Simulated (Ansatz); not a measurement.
This script makes an all-electron equation of state of Li2Se, space group Fm-3m with the Python package of Ansatz (0.2.0).

`li2se.py`
```python
# -*- coding: utf-8 -*-
'''All-electron equation of state of Li2Se.'''

import ansatz as az
from ase.eos import EquationOfState
from ase.units import GPa
import numpy as np

VECTORS = np.array([
    [0.0, 3.0025, 3.0025],
    [3.0025, 0.0, 3.0025],
    [3.0025, 3.0025, 0.0],
])
SITES = [
    ('Li', (0.25, 0.25, 0.25)),
    ('Li', (0.75, 0.75, 0.75)),
    ('Se', (0.0, 0.0, 0.0)),
]


def build(cell):
    crystal = az.Crystal(lattice=az.Lattice.of(cell))
    for symbol, position in SITES:
        crystal = crystal.atom(symbol, position)
    return crystal


def main():
    volumes, energies = [], []
    for scale in np.linspace(0.92, 1.08, 5):
        cell = VECTORS * scale ** (1 / 3)
        calc = (
            build(cell).calculation()
            .functional('pbesol')
            .occupations('fixed')
            .kpoints(5, 5, 5)
            .pseudopotentials('all_electron', lapw=True)
        )
        data = calc.run(threads=1, backend='cpu').report
        volumes.append(abs(np.linalg.det(cell)) / len(SITES))
        energies.append(data['free_energy_ev'] / len(SITES))
        print(f'{scale:.3f} {volumes[-1]:9.4f} A^3/atom {energies[-1]:16.5f} eV/atom  (estimated basis error {1000 * data["lapw_basis_errors"]["total_ev_per_atom"]:.2f} meV/atom)')
    v0, e0, bulk = EquationOfState(volumes, energies, eos='birchmurnaghan').fit()
    print(f'V0 = {v0:.4f} A^3/atom, B0 = {bulk / GPa:.1f} GPa')


if __name__ == '__main__':
    main()
```

Its results, one of them left out:

| V (Å³/atom) | F less the lowest row shown (meV/atom) |
| --- | --- |
| 16.601 | 5.41 |
| 17.323 | 0.00 |
| 18.045 | 1.49 |
| 18.767 | 8.61 |
| 19.489 | ? |

What is the missing energy at 19.489 Å³ an atom?

A third-order Birch-Murnaghan fit, E = E0 + (9 V0 B0 / 16) [(t - 1)³ B' + (t - 1)² (6 - 4t)] with t = (V0/V)^(2/3), through the 4 rows shown gives V0 = 17.510 Å³, B0 = 35.1 GPa, B' = 3.90 and E0 = -0.22 meV. At V = 19.489 Å³, t = 0.93110, and the fit extrapolates to 20.35 meV. The run gave 20.36 meV, a miss of 0.01 meV.

The structure is a deposited one; some such entries were measured under pressure or heat, so a shift against it needn't be the functional's error alone. Wall time of the script: 11 s on 1 thread of Arm Neoverse V2, with other jobs on the host, peak memory 0.32 GiB.

(A comment or docstring line of the script was reworded after the run, the code is as it ran.)
